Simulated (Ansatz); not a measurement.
## CuO (Tenorite): equation of state with PBEsol

The system is CuO (Tenorite).

```
CELL_PARAMETERS angstrom
2.34185 -1.71130 0.00000
2.34185 1.71130 0.00000
-0.85003 0.00000 5.05787
ATOMIC_POSITIONS crystal
Cu 0.50000 0.00000 0.50000
Cu 0.00000 0.50000 0.00000
O 0.41840 0.58160 0.75000
O 0.58160 0.41840 0.25000
```

```
Program             : Ansatz 0.2.0
Task                : equation of state
Functional          : PBEsol
Potentials or basis : all-electron LAPW, scalar-relativistic
Basis error allowed : 0.001 eV/atom
k mesh              : 10 × 10 × 5
Occupations         : fermi-dirac, width 0.05 eV
Spin                : no spin polarisation
```

The equilibrium volume is 9.98 Å³/atom, the bulk modulus at fixed shape and positions is 186 GPa and the pressure derivative of the bulk modulus is 4.7.

Energy against volume, from the lowest point:
```csv
volume (Å³/atom),energy (meV/atom)
9.527,13.02
9.730,3.74
9.932,0.00
10.135,1.19
10.338,6.78
10.540,16.28
10.743,29.28
```

All runs of the series together: 4.8 min on 2 threads of Arm Neoverse V2, with other jobs on the host.

Caveat: the cell was scaled at fixed shape and fractional positions, which overstates the stiffness of a crystal with free parameters, most of all of layers and chains; the run has no spin polarisation, though such a crystal can be magnetic.
